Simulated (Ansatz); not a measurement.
Ansatz input

```yaml
crystal:
  lattice:
    - [-1.5612668457, 1.5612668457, 1.5612668457]
    - [1.5612668457, -1.5612668457, 1.5612668457]
    - [1.5612668457, 1.5612668457, -1.5612668457]
  atoms:
    - { symbol: P, position: [0.0, 0.0, 0.0] }
hamiltonian:
  xc: pbe
  pseudopotentials:
    kind: paw
    azcp:
      P: "pseudopotentials/P.paw.azcp"
basis:
  ecutwfc: 420
  fft_grid_basis: typed
kpoints:
  mp_grid: { grid: [14, 14, 14], shift: [0, 0, 0] }
magnetization:
  spin_polarized: false
scf:
  occupations: { method: fermi_dirac, width: 0.1 }
relax:
  max_steps: 60
  f_tol: 0.01
  cell: {}
```

Output

```
Engine: ansatz 0.2.0, x86_64-unknown-linux-gnu
Pseudopotentials: kind: paw
Pseudopotential: P, paw, valence charge 5, recommended cutoff 420 eV (normal) 
Functional definition: PBE
  parameter kappa = 0.804
  parameter beta = 0.06672455060314922
  exchange = pbe_x(kappa = kappa, mu = beta*pi^2/3)
  correlation = pbe_c(beta = beta)
Crystal: 1 atoms, lattice volume = 15.223 Å³
Basis set: ecut = 420 eV, 321 PW (Γ), exchange–correlation on 40×40×40 points (8 copies of the dense FFT grid, shifted against one another)
Bands: 7, of which v1, the nominal top of the filled ones, is band 3 counted from 1 (2 counted from 0)
Symmetry: 48 space group operations
Space group: Im-3m (ITA 229), of the structure as read, at distance tolerance 2.5e-5 Å
k-points: 104 of 2744
Non-local potential: P, projectors of the file, l = 0: 2, l = 1: 2, l = 2: 2
PAW form: soft (Blöchl's): semilocal exchange-correlation on the pseudo side does not see the compensation charge
PAW one-centre angular grid: P, 110 points (default); XC on 64 Gauss nodes
Initial density: superposition of atomic densities (neutral atoms: chi_scale 0, normalization atom), corrected by the library's trained network
Initial wavefunctions: pseudopotential atomic-orbital guess
Functional: x = pbe(κ = 0.804, μ = 0.2195149727645171), c = pbe(β = 0.06672455060314922)
SCF iter   1: F=—  HF=-754.984568 eV  |F-HF|=—  |Δ(HF+E_count)|=         —  Δρ=1.36e-3  dr2=7.59e-5  ethr=1.77e-3  ⟨swp⟩=6.5  Hψ=7013  notcnv=0
SCF iter   2: F=—  HF=-754.984820 eV  |F-HF|=—  |Δ(HF+E_count)|=   2.52e-4  Δρ=7.36e-4  dr2=2.63e-5  ethr=1.52e-6  ⟨swp⟩=2.4  Hψ=1851  notcnv=0
SCF iter   3: F=—  HF=-754.984866 eV  |F-HF|=—  |Δ(HF+E_count)|=   4.60e-5  Δρ=1.47e-4  dr2=3.13e-6  ethr=5.25e-7  ⟨swp⟩=2.0  Hψ=991  notcnv=0
SCF iter   4: F=—  HF=-754.984865 eV  |F-HF|=—  |Δ(HF+E_count)|=   9.64e-7  Δρ=5.97e-5  dr2=5.64e-7  ethr=6.27e-8  ⟨swp⟩=1.6  Hψ=835  notcnv=0
iter 5 did not close the SCF: its close was put off for the readings that it lacked (scf_convergence_deferred on its scf_iter line)
SCF iter   5: F=-754.984865 eV  HF=-754.984865 eV  |F-HF|=3.86e-9  |Δ(HF+E_count)|=   2.76e-7  Δρ=6.51e-6  dr2=6.73e-9  ethr=1.13e-8  ⟨swp⟩=2.0  Hψ=978  notcnv=0
SCF iter   6: F=-754.984865 eV  HF=-754.984865 eV  |F-HF|=6.81e-10  |Δ(HF+E_count)|=   2.27e-9  Δρ=2.67e-6  dr2=1.15e-9  ethr=1.35e-10  ⟨swp⟩=1.8  Hψ=2052  notcnv=0
SCF 1 converged in 6 iterations: F = -754.984865 eV  dr2 = 1.15e-9
relax step   1: F+E_penalty+E_count = -754.98486499 eV  Δ(F+E_penalty+E_count) = +0.000e0 eV  max|allowed force component| = 0.000e0 eV/Å  Δτ_max = 0.0000 Å  P = -5.775 GPa  Ω = 15.223 Å³  (6 SCF iters, dr2 threshold 1.00e-7 eV, accepted)
...
SCF iter   2: F=-755.004117 eV  HF=-755.004117 eV  |F-HF|=2.58e-9  |Δ(HF+E_count)|=   1.30e-7  Δρ=1.64e-5  dr2=1.99e-8  ethr=7.00e-10  ⟨swp⟩=2.4  Hψ=2089  notcnv=0
SCF 4 converged in 2 iterations: F = -755.004117 eV  dr2 = 1.99e-8
relax step   4: F+E_penalty+E_count = -755.00411710 eV  Δ(F+E_penalty+E_count) = -3.232e-6 eV  max|allowed force component| = 0.000e0 eV/Å  Δτ_max = 0.0000 Å  P = -0.002 GPa  Ω = 14.226 Å³  energy of the carried Pulay correction = +1.687e-4 eV  (2 SCF iters, dr2 threshold 3.50e-8 eV, accepted)
Basis set: ecut = 420 eV, 321 PW (Γ), exchange–correlation on 36×36×36 points (8 copies of the dense FFT grid, shifted against one another)
Initial wavefunctions: pseudopotential atomic-orbital guess (no wavefunctions were taken with the density)
iter 1 solved again at ethr=2.54e-7 eV; its pass at ethr=3.10e-3 eV (dr2=1.27e-5 eV) is discarded
SCF iter   1: F=—  HF=-755.004019 eV  |F-HF|=—  |Δ(HF+E_count)|=         —  Δρ=3.83e-5  dr2=3.22e-8  ethr=2.54e-7  ⟨swp⟩=2.9  Hψ=8934  notcnv=0
SCF iter   2: F=—  HF=-755.004020 eV  |F-HF|=—  |Δ(HF+E_count)|=   2.91e-7  Δρ=1.96e-5  dr2=8.68e-9  ethr=6.44e-10  ⟨swp⟩=2.2  Hψ=956  notcnv=0
SCF iter   3: F=-755.004020 eV  HF=-755.004020 eV  |F-HF|=4.55e-12  |Δ(HF+E_count)|=   4.20e-8  Δρ=3.42e-7  dr2=4.22e-12  ethr=1.00e-12  ⟨swp⟩=4.4  Hψ=2898  notcnv=0
SCF 5 converged in 3 iterations: F = -755.004020 eV  dr2 = 4.22e-12
relax step   5: F+E_penalty+E_count = -755.00401976 eV  Δ(F+E_penalty+E_count) = +9.735e-5 eV  max|allowed force component| = 0.000e0 eV/Å  Δτ_max = 0.0000 Å  P = -0.022 GPa  Ω = 14.226 Å³  stress off target by 2.20e-2 GPa  SCF on the basis re-selected at this cell (its energy is not comparable with the rows above)  (3 SCF iters)
basis re-selected at this cell: Δ(F+E_penalty+E_count) = +9.735e-5 eV, ΔP = -0.020 GPa vs the last step (what re-selecting the basis moved, of the pressure what is left beyond the Pulay correction that the steps carried, after the strain that the cell walked since its last selection, with what the two solves' SCF thresholds leave and, on support functions, any second-order correction that the steps lacked; it is no measure of the basis error at this ecutwfc). The dense FFT grid was sized anew with the basis: this SCF ran on 18×18×18 points, the steps before it on 20×20×20, so part of this shift can come from that change (see relax.cell in the input reference). This SCF's stress stands 2.20e-2 GPa from its target on what of the cell is left free (relax.cell.stress_tol is 5.00e-2 GPa) and its largest allowed force component is 0.00e0 eV/Å (relax.f_tol is 1.00e-2 eV/Å): within both
SCF converged after 3 iterations
Free energy (F): -755.004020 eV
Harris-Foulkes:  -755.004020 eV  (|F-HF|=4.55e-12)
Internal energy: -754.987168 eV  (E = F + TS)
E sigma→0 (E₀):  -754.995594 eV
Entropy (-TS):   -0.016852 eV (-16.852 meV/atom)
Fermi energy:    11.401937 eV
--- Per-component energies (eV) ---
  E_band       = 24.719416
  E_kinetic    = 69.813404
  E_local      = -15.864121  (includes V_loc(G=0)·N_el)
  E_nonlocal   = 33.451765
  E_hartree    = 2.792490
  E_xc         = -61.430755
  E_vxc        = -60.843969  (∫ρ·V_xc dr)
  E_paw        = -569.180034  (= ΣΔE_a)
  E_vpaw       = -7.422644  (= ΣTr[D̂ρ^β])
  E_aug_tail   = 0.000004  (compensation charges beyond the density's cutoff)
  E_ewald      = -214.569920
  E_smearing   = -0.016852  (= −TS)
  E_closure    = 0.000000  (closes the sum)
  Σ components = -755.004020   (vs F -755.004020, Δ=0.00e0)
--- Forces (eV/Å), atoms counted from 1 ---
  atom   1  P      0.00000000    -0.00000000     0.00000000
  max |Σ_I F_I| component: 2.30e-31 eV/Å
--- Stress (GPa, compression-positive) ---
       -0.022048      -0.000000       0.000000
        0.000000      -0.022048       0.000000
       -0.000000      -0.000000      -0.022048
  P = ⅓ Tr σ = -0.0220 GPa (-0.220 kbar)
--- Relaxed structure (4 steps of the walk, 4 accepted, 1 SCFs on fresh bases) ---
  F+E_penalty+E_count = -755.00401976 eV   max|allowed force component| = 0.000e0 eV/Å   (the final SCF, on the basis selected at the relaxed cell)
  cell:  # Å, volume = 14.2259 Å³
    - [-1.526415940290124, 1.526415940290124, 1.526415940290124]
    - [1.526415940290124, -1.526415940290124, 1.526415940290124]
    - [1.526415940290124, 1.526415940290124, -1.526415940290124]
  atoms:
    - { symbol: P, position: [0.0, 0.0, 0.0] }
```

Launched by

```sh
ansatz run input.yaml --threads 1 --pin off --max-ram 3584MiB --backend cpu --events-out ev --progress --plain --runs-dir out
```

On 1 thread of Intel(R) Xeon(R) Platinum 8259CL CPU @ 2.50GHz (Skylake/Cascade Lake) (shared host) this took about 6.1 s of wall time and 5.4 s of CPU time.
